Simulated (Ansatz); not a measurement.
**MoS$_{2}$: frozen-core PAW against all-electron methods**

```
Mo S
1.0
     1.58150    0.91308    6.12333
    -1.58150    0.91308    6.12333
     0.00000   -1.82616    6.12333
Mo S
1 2
Direct
  0.00000 0.00000 0.00000
  0.74840 0.74840 0.74840
  0.58490 0.58490 0.58490
```

Atoms are numbered in the order listed.

The cell comes from COD entry 9007661, which wasn't checked; take it as a given geometry.

Levels of theory: DFT, PBE, PAW with Ansatz's default frozen-core files, scalar-relativistic (Ansatz 0.2.0); DFT, PBE, all-electron PAW with datasets made for the crystal, scalar-relativistic (Ansatz 0.2.0); DFT, PBE, all-electron LAPW, scalar-relativistic (Ansatz 0.2.0).

For PAW: a Γ-centred 13×13×13 k mesh, Fermi–Dirac smearing of 0.05 eV, cutoff 420 eV, no spin polarisation. The crystal-made all-electron datasets (AE datasets) take a cutoff of 300 eV at this cell. LAPW targets a basis error of 0.5 meV/atom. The Ansatz runs share mesh, smearing and spin set-up. Plane-wave (PAW) pressures include the program's estimate of the Pulay term.

Stress and pressure are positive in compression.

Levels count from the top of the valence band.

```
                       quantity     PAW  AE datasets    LAPW
                 pressure (GPa)    9.27         9.29    9.29
                stress xx (GPa)    6.93         6.95    6.95
                stress zz (GPa)   13.94        13.96   13.96
          force on S2, z (eV/Å)   1.291        1.293   1.293
          force on S3, z (eV/Å)  -1.289       -1.290  -1.290
                  band gap (eV)   0.645        0.652   0.650
 highest filled level at Γ (eV)  -1.170       -1.167  -1.167
   lowest empty level at Γ (eV)   1.893        1.896   1.896
highest filled level at H0 (eV)  -1.006       -1.002  -1.002
  lowest empty level at H0 (eV)   0.685        0.690   0.690
highest filled level at S2 (eV)  -0.986       -0.982  -0.982
  lowest empty level at S2 (eV)   0.654        0.658   0.658
```
